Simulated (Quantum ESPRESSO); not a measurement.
MgS (Niningerite): zone-centre phonons and dielectric response under several settings

```xyz
2
Lattice="0.0000 2.6016 2.6016 2.6016 0.0000 2.6016 2.6016 2.6016 0.0000" Properties=species:S:1:pos:R:3 pbc="T T T"
S     2.6016    2.6016    2.6016
Mg    0.0000    0.0000    0.0000
```

All runs used Quantum ESPRESSO 7.5; k mesh 4 × 4 × 4, shifted; relaxed cell; no spin polarisation; cutoff 1143 eV; occupations smeared at first, fixed for the response.

```tsv
level	potentials	volume (Å³/atom)	lowest optical mode without the field (cm⁻¹)	highest mode with the field (cm⁻¹)	ε∞ (mean)	ε0 (mean)	Born charge of atom 1 (e)
LDA	PseudoDojo 0.4.1 SR LDA standard	16.89	251	403	5.64	14.5	-2.31
PBE	PseudoDojo 0.4.1 SR PBE standard	17.89	229	392	5.46	16.0	-2.36
PBEsol	PseudoDojo 0.4.1 SR PBEsol standard	17.41	242	397	5.58	15.0	-2.33
RPBE	PseudoDojo 0.4.1 SR PBE standard	18.36	218	387	5.33	16.8	-2.37
revPBE	PseudoDojo 0.4.1 SR PBE standard	18.27	220	388	5.35	16.6	-2.37
WC	PseudoDojo 0.4.1 SR PBE standard	?	?	?	?	?	?
vdW-DF-cx	PseudoDojo 0.4.1 SR PBE standard	17.68	249	403	5.41	14.2	-2.33
```

Task: What stands in the row left open?

Result: Volume 17.53 Å³/atom; lowest optical mode without the field 243 cm⁻¹; highest mode with the field 398 cm⁻¹; ε∞ 5.56; ε0 14.9; Born charge of atom 1 -2.33 e.

Caveats: before the sum rule the acoustic modes lie tens of cm⁻¹ from zero, a sign that the density grid also shifts the optical modes (some runs); the potentials were made for another functional, which shifts forces and pressure (some runs).

For the row left open. Caveat: the potentials were made for another functional, which shifts forces and pressure; before the sum rule the acoustic modes lie tens of cm⁻¹ from zero, a sign that the density grid also shifts the optical modes.
